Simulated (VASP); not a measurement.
MgI2: single point with PBEsol

Crystal: MgI2.

```
I Mg
1.0
     4.14000    0.00000    0.00000
    -2.07000    3.58535    0.00000
     0.00000    0.00000    6.88000
I Mg
2 1
Cartesian
  2.0915 1.2145 5.1979
  -0.0045 2.3627 1.6707
  0.0136 -0.0215 -0.0331
```

The cell isn't the ideal one: atoms moved at random, drawn with an rms of 0.05 Å.

- Program: VASP 6.6.1
- Task: single point
- Functional: PBEsol
- Potentials or basis: VASP PAW PBE potentials, release 64 (I, Mg)
- Cutoff: 520 eV
- k mesh: 8 × 8 × 4
- Occupations: fermi-dirac, width 0.05 eV
- Spin: no spin polarisation
- Ladder: free
- Further INCAR settings: ALGO = Normal; EDIFF = 1e-07; NBANDS = 15

| Quantity | Value |
| --- | --- |
| Pressure | -0.2 GPa |
| Largest force | 0.166 eV/Å |
| Band gap on the k mesh | 3.45 eV, indirect (least direct gap 3.59 eV) |

Forces on the atoms (eV/Å):
```
I   -0.019 -0.074 -0.002
I    0.029  0.021 -0.155
Mg  -0.010  0.052  0.157
```

Stress tensor (GPa, compression positive):
```
-0.28 -0.01  0.11
-0.01 -0.21  0.21
 0.11  0.21 -0.13
```

Levels at points of the mesh, in eV from the valence-band top:
```tsv
k point	band 6	band 7	band 8	band 9	band 10	band 11
(0.00, 0.00, 0.00)	-0.07	-0.01	0.00	3.59	4.67	6.63
(0.50, 0.00, 0.00)	-1.39	-1.00	-0.46	3.59	5.20	5.46
(0.00, 0.50, 0.00)	-1.38	-0.88	-0.43	3.58	5.19	5.32
(0.50, 0.50, 0.00)	-1.38	-0.94	-0.45	3.59	5.19	5.40
(0.00, 0.00, 0.50)	-0.34	-0.15	-0.11	4.59	4.78	6.46
(0.50, 0.00, 0.50)	-1.12	-0.81	-0.70	3.45	5.01	5.56
(0.00, 0.50, 0.50)	-1.18	-0.84	-0.68	3.51	5.11	5.54
(0.50, 0.50, 0.50)	-1.14	-0.83	-0.68	3.48	5.05	5.55
```

It took 2 min on 1 thread of Intel(R) Xeon(R) Platinum 8488C (Sapphire Rapids), on a shared host, peak memory 0.36 GiB.

Caveat: the PAW data sets were made with another functional, which shifts forces and pressure a little; spin-orbit coupling is left out, which moves the levels of the heavy elements; the cell's inner coordinates are idealised or old, which leaves forces on the atoms. A k mesh can miss the band edges.
